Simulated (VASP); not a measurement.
# C: molecular dynamics at constant energy

C, Fd-3m (no. 227), 8 atoms in the cell. PBE, molecular dynamics; PAW potentials C (PBE set).

Ensemble: NVE; Starting temperature (K): 1000.

## Input

INCAR:
```
ALGO = Normal
EDIFF = 1E-6
ENCUT = 400
GGA = PE
IBRION = 0
ISIF = 2
ISMEAR = 0
ISYM = 0
KPAR = 2
LASPH = True
LCHARG = False
LREAL = Auto
LWAVE = False
MDALGO = 2
NELM = 60
NELMIN = 4
NSW = 60
POTIM = 1.0
PREC = Normal
RANDOM_SEED = 77787 0 0
SIGMA = 0.05
SMASS = -3
TEBEG = 1000
```

KPOINTS:
```
k-points
0
Gamma
  3 3 3
```

POSCAR:
```
C
1.0
    3.5667400000      0.0000000000      0.0000000000
    0.0000000000      3.5667400000      0.0000000000
    0.0000000000      0.0000000000      3.5667400000
C
8
Direct
    0.2500000000      0.2500000000      0.2500000000
    0.5000000000      0.0000000000      0.5000000000
    0.2500000000      0.7500000000      0.7500000000
    0.5000000000      0.5000000000      0.0000000000
    0.7500000000      0.2500000000      0.7500000000
    0.0000000000      0.0000000000      0.0000000000
    0.7500000000      0.7500000000      0.2500000000
    0.0000000000      0.5000000000      0.5000000000
```

Commands:
```
cat potpaw_PBE.64/C/POTCAR > POTCAR
mpirun -np 2 vasp_std > vasp.out
```

## Result

- Rise of the mean potential energy above the start (meV/atom): 58.0
- Mean temperature (K): 493
- Standard error of the mean temperature (K): 34
- Relative fluctuation of the kinetic energy: 0.407
- Canonical value of that fluctuation: 0.309
- Electronic steps per ionic step after the first: 4.3

Course of the run:

| Time (fs) | Temperature (K) | Potential energy less the first (meV/atom) |
|---|---|---|
| 1 | 1000 | 0.0 |
| 6 | 341 | 75.4 |
| 10 | 114 | 101.1 |
| 15 | 661 | 38.7 |
| 19 | 650 | 40.0 |
| 24 | 419 | 66.5 |
| 28 | 606 | 45.0 |
| 33 | 439 | 64.0 |
| 37 | 252 | 85.5 |
| 42 | 637 | 41.5 |
| 46 | 726 | 31.5 |
| 51 | 423 | 65.8 |
| 55 | 272 | 83.1 |
| 60 | 528 | 54.0 |

The mean temperature lies below the starting 1000 K, since the atoms start on their sites and part of their kinetic energy turns into potential energy.

REPORT:
```
MDALGO =   2
               SCALING =       0
                 CNEXP =     9.000   14.000
           RANDOM_SEED =             77787                0                0

   original number of atomic DOF:         21
   number of independent constraints:      0
   number of active DOF:                  21

========================================
         MD step No.       1
========================================

  Atomic velocities initialized by STEP_tb

  >Energies
                    E_tot             E_pot             E_kin               EPS                ES
   e_b>   -0.71801685E+02   -0.72706510E+02    0.90482541E+00    0.00000000E+00    0.00000000E+00

  >Temperature
               T_sim     T_inst
   tmprt>   1000.000   1000.000

  >Thermostat:
           s(n+1) sdot(n+1)      s(n)   sdot(n)        Qs
   s_b>   0.00000   0.00000   0.00000   0.00000  -3.00000

           RANDOM_SEED =             77787               48                0

[... steps left out ...]

========================================
         MD step No.      60
========================================

  >Energies
                    E_tot             E_pot             E_kin               EPS                ES
   e_b>   -0.71797596E+02   -0.72274895E+02    0.47729911E+00    0.00000000E+00    0.00000000E+00

  >Temperature
               T_sim     T_inst
   tmprt>   1000.000    527.504

  >Thermostat:
           s(n+1) sdot(n+1)      s(n)   sdot(n)        Qs
   s_b>   0.00000   0.00000   0.00000   0.00000  -3.00000

           RANDOM_SEED =             77787               48                0
```

OSZICAR:
```
N       E                     dE             d eps       ncg     rms          rms(c)
DAV:   1     0.685186519719E+02    0.68519E+02   -0.14804E+04   588   0.120E+03
DAV:   2    -0.711755410399E+02   -0.13969E+03   -0.13247E+03   807   0.233E+02
DAV:   3    -0.751897627978E+02   -0.40142E+01   -0.39993E+01   731   0.405E+01
DAV:   4    -0.752373912365E+02   -0.47628E-01   -0.47559E-01   787   0.458E+00
DAV:   5    -0.752381402300E+02   -0.74899E-03   -0.74873E-03   716   0.520E-01    0.112E+01
DAV:   6    -0.733447184618E+02    0.18934E+01   -0.13096E+00   703   0.721E+00    0.676E+00
DAV:   7    -0.726998094226E+02    0.64491E+00   -0.15589E+00   648   0.801E+00    0.152E+00
DAV:   8    -0.727062541064E+02   -0.64447E-02   -0.31469E-02   723   0.115E+00    0.741E-02
DAV:   9    -0.727064338179E+02   -0.17971E-03   -0.51782E-04   729   0.159E-01    0.326E-02
DAV:  10    -0.727065117232E+02   -0.77905E-04   -0.78595E-05   723   0.725E-02    0.770E-03
DAV:  11    -0.727065102684E+02    0.14548E-05   -0.54251E-06   708   0.156E-02    0.760E-04
DAV:  12    -0.727065103276E+02   -0.59193E-07   -0.10807E-07   504   0.239E-03
[... left out ...]
     58 T=   395. E= -.71796634E+02 F= -.72153633E+02 E0= -.72153633E+02  EK= 0.35700E+00 SP= 0.00E+00 SK= 0.00E+00
     59 T=   462. E= -.71797197E+02 F= -.72215198E+02 E0= -.72215198E+02  EK= 0.41800E+00 SP= 0.00E+00 SK= 0.00E+00
[... last step whole ...]
       N       E                     dE             d eps       ncg     rms          rms(c)
DAV:   1    -0.722748166008E+02   -0.59618E-01   -0.63311E-04  1058   0.211E+00    0.267E-02
DAV:   2    -0.722748951056E+02   -0.78505E-04   -0.79518E-04   713   0.231E-01    0.143E-02
DAV:   3    -0.722748950479E+02    0.57719E-07   -0.64334E-06   719   0.186E-02    0.100E-02
DAV:   4    -0.722748947116E+02    0.33623E-06   -0.89322E-07   494   0.801E-03
     60 T=   528. E= -.71797596E+02 F= -.72274895E+02 E0= -.72274895E+02  EK= 0.47730E+00 SP= 0.00E+00 SK= 0.00E+00
```

Limits: 60 fs of 8 atoms are too short for converged averages; the cell is only 3.6 Å across, so each atom moves in step with near copies of itself.

VASP 6.6.1 took 121 s on 2 cores (AMD EPYC 7R43 (Zen 3)), a shared host.
